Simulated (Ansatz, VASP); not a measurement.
One calculation of FeO, two programs

File INCAR:

```
SYSTEM = FeO
  ALGO = Normal
  EDIFF = 1E-6
  ENCUT = 520
  GGA = PE
  ISIF = 2
  ISMEAR = -1
  ISPIN = 2
  LASPH = .TRUE.
  LCHARG = .FALSE.
  LMAXMIX = 4
  LORBIT = 11
  LREAL = .FALSE.
  LWAVE = .FALSE.
  MAGMOM = 3 0
  NBANDS = 18
  NELM = 150
  PREC = Accurate
  SIGMA = 0.05
```

The input KPOINTS:

```
k-points
0
G
  11 11 11
  0 0 0
```

POSCAR

```
FeO
1.0
    0.0000000000      2.1409339512      2.1409339512
    2.1409339512      0.0000000000      2.1409339512
    2.1409339512      2.1409339512      0.0000000000
Fe O
1 1
Direct
    0.0000000000      0.0000000000      0.0000000000
    0.5000000000      0.5000000000      0.5000000000
```

Contents of input.yaml:

```yaml
crystal:
  lattice:
    - [0.0, 2.1409339512, 2.1409339512]
    - [2.1409339512, 0.0, 2.1409339512]
    - [2.1409339512, 2.1409339512, 0.0]
  atoms:
    - { symbol: Fe, position: [0.0, 0.0, 0.0], spin: 3.0 }
    - { symbol: O, position: [0.5, 0.5, 0.5] }
hamiltonian:
  xc: pbe
  pseudopotentials: { kind: paw }
magnetization:
  spin_polarized: true
kpoints:
  mp_grid: { grid: [11, 11, 11] }
scf:
  occupations: { method: fermi_dirac, width: 0.05 }
output:
  forces: true
  stress: true
  eigenvalues: true
```

Alike in both runs: task single point; functional PBE; k mesh 11 × 11 × 11; occupations fermi-dirac, width 0.05 eV; collinear spin.

|  | VASP | Ansatz |
| --- | --- | --- |
| version | VASP 6.6.1 | Ansatz 0.2.0 |
| potentials or method | VASP PAW PBE potentials, release 64 (Fe, O) | Ansatz PAW |
| plane-wave cutoff (eV) | 520 | 420 |
| valence electrons in the cell | 14 | 22 |

|  | VASP | Ansatz | Ansatz less VASP |
| --- | --- | --- | --- |
| gap on the k mesh at the Fermi level (eV) | none | none | - |
| pressure (GPa) | 3.8 | 3.7 | -0.13 |
| net moment per atom (μB) | 2.00 | 2.00 | 0.000 |
| size of the moment on the site where the two differ most (μB) | 3.62 | 3.44 | -0.175 |

Site moments also hang on the region over which each program counts them. A gap of «none» marks a metal or a gap that the smearing closes. The two sets of potentials don't hold the same shells in valence.

Caveats: a cell with one magnetic atom can't hold antiferromagnetic order, which such compounds often take; semilocal functionals often make such compounds metallic where correlation or magnetic order opens a gap, which also shifts bond lengths; the pressure holds a Pulay correction of +0.7 GPa for the finite cutoff (Ansatz).
